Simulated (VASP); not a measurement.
The system is TaAs.

```
Ta As
1.0
     4.37706    0.00000    0.00000
    -2.18853    3.79065    0.00000
     0.00000    0.00000    5.12543
Ta As
2 2
Direct
  0.66667 0.33333 0.75000
  0.33333 0.66667 0.25000
  0.33333 0.66667 0.75000
  0.66667 0.33333 0.25000
```

The cell was built by a generator and needn't be a form met in nature.

```yaml
Program: VASP 6.6.1
Task: relaxation of cell and atoms
Functional: PBE
Potentials_or_basis: VASP PAW PBE potentials, release 64 (Ta_pv, As)
Cutoff: 600 eV
k_mesh: 7 × 7 × 5
Occupations: gaussian, width 0.05 eV
Spin: no spin polarisation
```

At the start: pressure 4.4 GPa; volume 21.26 Å³/atom.

Q: How do energy, volume and symmetry change on relaxing?

A: Over 6 steps the energy falls by 9.6 meV/atom and the volume is 21.97 Å³/atom (+3.3 %); space group P6_3/mmc (No. 194, to 0.05 Å).

The path:
```tsv
step	energy change (eV)	largest force (eV/Å)	pressure (GPa)	volume (Å³)
1	0.0000	0.0008	4.43	85.04
2	0.0474	0.0007	-5.68	92.49
3	-0.0382	0.0001	-0.06	87.92
4	-0.0382	0.0001	0.02	87.87
5	-0.0382	0.0000	0.02	87.88
6	-0.0383	0.0000	0.05	87.87
```

Final structure:
```
Ta As
1.0
     4.42725    0.00003    0.00000
    -2.21360    3.83413    0.00000
     0.00000    0.00000    5.17672
Ta As
2 2
Direct
  0.66667 0.33333 0.75000
  0.33333 0.66667 0.25000
  0.33333 0.66667 0.75000
  0.66667 0.33333 0.25000
```
